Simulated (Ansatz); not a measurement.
`C=[C](C)[AlH2]` + `N=C(N)O` → `N/C(O)=[N]\[AlH2]` + `C=CC`  (ligand exchange at the Al–C bond)

Calculated with Ansatz (gas phase, PBE0-D4/def2-TZVP geometries, no zero-point term in ΔE). CBS: MP2 limit from def2 TZ/QZ plus the TZ coupled-cluster correction, frozen cores. Functionals use def2-TZVPP. B3LYP here is the variant with VWN-RPA as its local correlation; programs differ in this. Each species was taken in one conformer, which may not be the lowest.

```
             level  ΔE (kJ/mol)  difference from CCSD(T)/CBS
         r2SCAN-D4       -115.3                         -6.1
           PBE0-D4       -108.6                          0.6
          B3LYP-D4       -115.2                         -6.0
           ωB97X-V       -110.2                         -1.0
            B2PLYP       -115.9                         -6.7
            r2SCAN       -115.5                         -6.3
             B3LYP       -117.6                         -8.4
     HF/def2-TZVPP       -119.4                        -10.2
    MP2/def2-TZVPP       -112.0                         -2.8
CCSD(T)/def2-TZVPP       -108.7                          0.5
     HF/def2-QZVPP       -119.4                        -10.2
    MP2/def2-QZVPP       -112.3                         -3.1
SCS-MP2/def2-QZVPP       -112.4                         -3.2
      HF/CBS(def2)       -119.4                        -10.2
     MP2/CBS(def2)       -112.6                         -3.4
    CCSD/CBS(def2)       -110.8                         -1.6
       CCSD(T)/CBS       -109.2                            0
```

Largest T1 diagnostic among the species: 0.014.

In def2-TZVPP, CCSD(T) changes the Hartree–Fock value by +10.7 kJ/mol (the triples alone add +1.7 kJ/mol) and MP2 by +7.4 kJ/mol.

CCSD(T)/CBS has its own doubt, a few kJ/mol and more with outer-core shells, so smaller differences from it don't rank the levels.
